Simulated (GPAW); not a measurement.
GaSb:

```
Sb Ga
1.0
     0.00000    3.05900    3.05900
     3.05900    0.00000    3.05900
     3.05900    3.05900    0.00000
Sb Ga
1 1
Direct
  0.75000 0.75000 0.75000
  0.00000 0.00000 0.00000
```

Base run:

- Program: GPAW 26.7.0
- Functional: PBEsol
- Potentials or basis: PAW data sets generated in the run's folder for this functional
- Cutoff: 600 eV
- Basis: pw
- k mesh: 8 × 8 × 8
- Occupations: fermi-dirac, width 0.05 eV
- Spin: no spin polarisation

Its results: pressure -0.1 GPa.

Question: The run is repeated on the same cell with these changes: functional from PBEsol to RPBE; potentials or basis from PAW data sets generated in the run's folder for this functional to the program's PAW data sets (release 1.2.1) made for this functional. What comes out?

Answer: Pressure 4.0 GPa.

Not every run made on this cell is shown here.
